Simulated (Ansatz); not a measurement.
## Energy landscape near a Pd structure

Computed with Ansatz, DFT PBE, scalar-relativistic, plane waves, PAW.

Cutoff 420 eV; k points 18×18×18 on the computed 1-atom cell (Γ-centred); Gaussian smearing, width 0.10 eV; no spin polarisation.

Reference cell:

```
Pd
1.0
    -1.57228    1.57228    1.57228
     1.57228   -1.57228    1.57228
     1.57228    1.57228   -1.57228
Pd
1
Cartesian
  0.0000 0.0000 0.0000
```

Each variant moves atoms of this cell by the vectors given, if any (Å), and then applies a symmetric strain (tensor components, Cartesian axes). The reference cell isn't relaxed at this level. Energies are per atom at zero smearing, counted from the lowest variant. Pressure is positive in compression.

1. strain (xx yy zz yz xz xy, %) 1.54 1.54 1.54 0.00 0.00 0.00
2. strain (xx yy zz yz xz xy, %) -1.42 -1.42 -1.42 0.00 0.00 0.00
3. strain (xx yy zz yz xz xy, %) -0.72 -0.72 -0.72 0.00 0.00 0.00
4. strain (xx yy zz yz xz xy, %) -0.84 -0.84 -0.84 0.00 0.00 0.00
5. strain (xx yy zz yz xz xy, %) 3.14 3.14 3.14 4.00 4.00 -4.00

| result | ΔE (meV/atom) | P (GPa) |
| --- | --- | --- |
| A | 8.9 | 6.54 |
| B | 0.0 | 2.51 |
| C | 1.0 | 3.19 |
| D | 19.5 | -7.51 |
| E | 145.4 | -9.09 |

Q: Which variant gave which result?

A: A is 2, B is 3, C is 4, D is 1, E is 5. The pressure falls as the cell grows: from the smallest volume to the largest the variants are 2, 4, 3, 1, 5.

This bcc form isn't the element's structure at ambient conditions.